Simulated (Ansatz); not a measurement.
This log comes from Ansatz, run on a 3-atom cell of CaF2 started from a crystallographic database. Cell and atoms come from a relaxation with r2SCAN.

The cell:
```
Ca F
1.0
     0.00000    2.71959    2.71959
     2.71959    0.00000    2.71959
     2.71959    2.71959    0.00000
Ca F
1 2
Cartesian
  0.0000 0.0000 0.0000
  1.3598 1.3598 1.3598
  4.0794 4.0794 4.0794
```

The output, standing remarks left out:
```
scf.n_extra_bands = 4 over 12 filled bands (N_el = 24.0): the run solves 16 bands
Functional definition: PBE
Crystal: 3 atoms, lattice volume = 40.229 Å³
Basis set: ecut = 420 eV, 749 PW (Γ)
Bands: 16, of which v1, the nominal top of the filled ones, is band 12 counted from 1 (11 counted from 0)
Symmetry: 48 space group operations
Space group: Fm-3m (ITA 225)
k-points: 29 of 512
preconditioner: auto → none  [insulator: Δε(μ)=7.385 eV  σ=0.020 eV  ℏωp=27.5 eV]
SCF converged after 7 iterations
Free energy (F): -3439.794415 eV
Fermi energy:    7.152290 eV
--- Per-component energies (eV) ---
  E_band       = -183.368190
  E_kinetic    = 694.492530
  E_local      = -1778.502559
  E_nonlocal   = 210.197146
  E_hartree    = 633.093087
  E_xc         = -299.178330
  E_vxc        = -378.794637
  E_paw        = -1259.658898
  E_vpaw       = -196.947287
  E_ewald      = -1640.241487
--- Forces (eV/Å), atoms counted from 1 ---
  atom   1  Ca      0.00000      0.00000      0.00000
  atom   2  F       0.00000      0.00000      0.00000
  atom   3  F       0.00000      0.00000      0.00000
--- Stress (GPa, compression-positive) ---
        3.328191       0.000000       0.000000
        0.000000       3.328191       0.000000
        0.000000       0.000000       3.328191
  P = ⅓ Tr σ = 3.3282 GPa (33.282 kbar)
--- Band table (eV; the first three rows and the last of 29) ---
  k-point 0: bands = […, 1.3071, 1.3071, 1.3071, 3.1914, 3.1914, 3.1914, 10.8245, 12.6689, 12.6689, 14.7745]
  k-point 1: bands = […, 1.3776, 1.3776, 1.4361, 3.0088, 3.1186, 3.1186, 11.2260, 12.7026, 12.7026, 14.6218]
  k-point 2: bands = […, 1.5651, 1.5651, 1.7452, 2.6261, 2.9343, 2.9343, 12.1298, 12.7825, 12.7825, 14.3832]
  k-point 28: bands = […, 1.1665, 1.2938, 2.3953, 2.3953, 3.1652, 3.3564, 11.9384, 13.2597, 13.4618, 13.4618]
```

Question: Which of these blocks stood in the input: relax, gw, phonons, dielectric, magnetization (spin_orbit)?

Answer: None of them. A single point prints forces and stress when the output block asks for them.

Question: Which k mesh was typed?

Answer: 8×8×8, Γ-centred.

Question: How were the bands filled?

Answer: With smearing of width σ = 0.02 eV (Fermi-Dirac in this run).

Command: `ansatz run input.yaml --threads 2 --pin off --max-ram 2211MiB --backend cpu --events-out ev --progress --plain --runs-dir out`.

No spin polarisation and no zero-point or thermal motion.
